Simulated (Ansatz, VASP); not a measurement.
**One calculation of Si, two programs**

File INCAR:

```
ALGO     = Fast           # electronic algorithm
EDIFF    = 1E-6           # SCF threshold, eV
EDIFFG   = -0.005         # ionic threshold
ENCUT    = 600            # plane-wave cutoff, eV
IBRION   = 2              # ionic algorithm
ISIF     = 3              # what is computed and relaxed
ISMEAR   = 0              # smearing method
LASPH    = T              # aspherical terms in the spheres
LCHARG   = F              # write CHGCAR
LREAL    = F              # projectors in reciprocal space
LWAVE    = F              # write WAVECAR
NELM     = 100            # most SCF steps
NSW      = 100            # ionic steps
PREC     = Accurate       # precision mode
SIGMA    = 0.02           # smearing width, eV
```

Contents of KPOINTS:

```
k-points
0
Gamma
  10 10 10
```

The input POSCAR:

```
Si
1.0
    0.0000000000      2.7154700000      2.7154700000
    2.7154700000      0.0000000000      2.7154700000
    2.7154700000      2.7154700000      0.0000000000
Si
2
Direct
    0.5000000000      0.5000000000      0.5000000000
    0.7500000000      0.7500000000      0.7500000000
```

Input for Ansatz:

```yaml
crystal:
  lattice:
    - [0.0, 2.71547, 2.71547]
    - [2.71547, 0.0, 2.71547]
    - [2.71547, 2.71547, 0.0]
  atoms:
    - { symbol: Si, position: [0.5, 0.5, 0.5] }
    - { symbol: Si, position: [0.75, 0.75, 0.75] }
basis:
  ecutwfc: 420
kpoints:
  mp_grid: { grid: [10, 10, 10] }
hamiltonian:
  xc: lda
scf:
  occupations: { method: gaussian, width: 0.02 }
output:
  forces: true
  stress: true
  eigenvalues: true
relax:
  adjacent_minimum: "off"
  f_tol: 0.005
  max_steps: 80
  cell: { stress_tol: 0.05 }
```

Alike in both runs: task relaxation of cell and atoms; functional LDA; k mesh 10 × 10 × 10; occupations gaussian, width 0.02 eV; no spin polarisation.

|  | VASP | Ansatz |
| --- | --- | --- |
| version | VASP 6.6.1 | Ansatz 0.2.0 |
| potentials or method | VASP PAW LDA potentials, release 64 (Si) | scalar-relativistic, plane waves, PAW |
| plane-wave cutoff (eV) | 600 | 420 |
| valence electrons in the cell | 8 | 8 |

VASP gave:

```
gap on the k mesh at the Fermi level, each at its own relaxed structure (eV) : 0.45
relaxed volume (Å³/atom)                                                     : 19.72
relaxed cell length with the largest relative difference (Å)                 : 3.821
energy change over the relaxation (meV/atom)                                 : -1
```

What did Ansatz give for the same quantities?

gap on the k mesh at the Fermi level, each at its own relaxed structure (eV): 0.45; relaxed volume (Å³/atom): 19.70; relaxed cell length with the largest relative difference (Å): 3.820; energy change over the relaxation (meV/atom): -2.

A k mesh can miss the band edges. Zero-point motion and thermal expansion aren't in these numbers. LDA usually gives volumes a few per cent too small.
